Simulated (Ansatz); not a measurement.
Born–Oppenheimer molecular dynamics of a periodic cell of 24 atoms, H₄CN (host H4CN, host structure P2_1/c). It goes on from the last frame of an earlier run, with new velocities.

These are results of DFT LDA, scalar-relativistic, plane waves, PAW in Ansatz, not measurements. Settings: accuracy low, cutoff 420 eV, k mesh 2x2x1, fermi-dirac smearing 0.05 eV, no spin polarisation.

```
ensemble        : NVT, Langevin thermostat
time step       : 0.5 fs
steps asked     : 200
set temperature : 1560 K
friction        : 0.5 /fs
seed            : 900642
```

First frame:

```xyz
24
Lattice="5.0420 0.0000 0.0000 0.0000 5.1884 0.0000 -2.5906 0.0000 6.7949" Properties=species:S:1:pos:R:3
H 3.288 3.773 2.998
H -2.149 2.093 6.473
H 0.497 0.906 4.348
H 3.053 3.676 -1.172
H 3.002 3.887 4.769
H -2.341 0.537 5.649
H -0.281 0.973 2.566
H 4.525 4.528 -0.187
H 0.593 3.618 2.956
H -0.227 1.862 7.221
H 2.468 1.385 3.575
H 1.798 4.298 0.791
H 0.997 2.830 4.486
H 0.126 0.947 5.671
H 1.999 1.518 1.979
H 3.094 4.969 1.558
C 1.390 2.970 3.608
C -0.519 1.152 6.695
C 1.724 1.708 3.032
C 2.550 5.051 0.536
N 2.593 3.828 3.748
N -1.913 1.172 6.664
N 0.495 0.723 3.222
N 3.460 4.201 -0.236
```

(1) What does the run give?

(2) What happens to the structure?

(3) How do temperature and energy run in time?

## Answers

(1) All steps were run.

```
steps done                                               : 200
time covered                                             : 100 fs
mean temperature over the second half                    : 1546 K
spread of the potential energy over the second half      : 28.9 meV per atom
mean potential energy of the second half above the start : -20.9 meV per atom
```

A run of 0.1 ps of so small a system gives no equilibrium averages. The friction is so strong that the motion is overdamped, so the time scale means little. Limits of this set-up: coarse k mesh, low accuracy level.

(2) Mean squared displacements from the first frame to the last, about the centre of mass: H 0.38 Å², C 0.05 Å², N 0.07 Å². The details hang on the random start.

(3) 
| time (fs) | T (K) | potential energy less start (eV) |
| --- | --- | --- |
| 0.0 | 1495 | 0.000 |
| 8.0 | 1800 | -2.459 |
| 16.0 | 1207 | -1.724 |
| 24.0 | 1429 | -0.990 |
| 32.0 | 1329 | -0.777 |
| 40.0 | 1296 | -0.846 |
| 48.0 | 1292 | -0.967 |
| 56.0 | 1928 | 0.260 |
| 64.0 | 1423 | -0.161 |
| 72.0 | 1758 | -0.340 |
| 80.0 | 1721 | -1.144 |
| 88.0 | 1573 | -0.608 |
| 96.0 | 1587 | -2.281 |

The run took 4.5 min on 1 thread of Arm Neoverse V1, with other jobs on the host, peak memory 0.37 GiB.
